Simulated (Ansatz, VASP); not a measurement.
## TiC: VASP beside Ansatz

INCAR

```
SYSTEM = TiC
PREC = Accurate ; ENCUT = 600
EDIFF = 1E-6 ; ISMEAR = -1
SIGMA = 0.15 ; LREAL = .FALSE.
LASPH = .TRUE. ; NELM = 80
ALGO = Normal ; ISIF = 3
LWAVE = .FALSE. ; LCHARG = .FALSE.
GGA = PE ; IBRION = 2
NSW = 80 ; EDIFFG = -0.001
```

The input KPOINTS:

```
regular mesh
0
G
  16 16 16
  0 0 0
```

Contents of POSCAR:

```
TiC
1.0
    0.0000000000      2.1662669572      2.1662669572
    2.1662669572      0.0000000000      2.1662669572
    2.1662669572      2.1662669572      0.0000000000
Ti C
1 1
Direct
    0.0000000000      0.0000000000      0.0000000000
    0.5000000000      0.5000000000      0.5000000000
```

Input for Ansatz:

```yaml
crystal:
  lattice:
    - [0.0, 2.1662669572, 2.1662669572]
    - [2.1662669572, 0.0, 2.1662669572]
    - [2.1662669572, 2.1662669572, 0.0]
  atoms:
    - { symbol: Ti, position: [0.0, 0.0, 0.0] }
    - { symbol: C, position: [0.5, 0.5, 0.5] }
basis:
  ecutwfc: 420
kpoints:
  mp_grid: { grid: [16, 16, 16] }
hamiltonian:
  xc: pbe
  pseudopotentials: { kind: paw, azcp: { folder: soft_1 } }
scf:
  occupations: { method: fermi_dirac, width: 0.15 }
output:
  forces: true
  stress: true
  eigenvalues: true
relax:
  adjacent_minimum: "off"
  f_tol: 0.001
  max_steps: 60
  cell: { stress_tol: 0.01 }
```

Alike in both runs: task relaxation of cell and atoms; functional PBE; k mesh 16 × 16 × 16; occupations fermi-dirac, width 0.15 eV; no spin polarisation.

|  | VASP | Ansatz |
| --- | --- | --- |
| version | VASP 6.6.1 | Ansatz 0.2.0 |
| potentials or method | VASP PAW PBE potentials, release 64 (Ti_sv, C) | scalar-relativistic, plane waves, PAW |
| plane-wave cutoff (eV) | 600 | 420 |
| valence electrons in the cell | 16 | 16 |

Ansatz gave:

* gap on the k mesh at the Fermi level, each at its own relaxed structure (eV): none
* relaxed volume (Å³/atom): 10.17
* relaxed cell length with the largest relative difference (Å): 3.064

Q: Estimate VASP's values.

A: gap on the k mesh at the Fermi level, each at its own relaxed structure (eV): none; relaxed volume (Å³/atom): 10.18; relaxed cell length with the largest relative difference (Å): 3.065.

A gap of «none» marks a metal or a gap that the smearing closes.
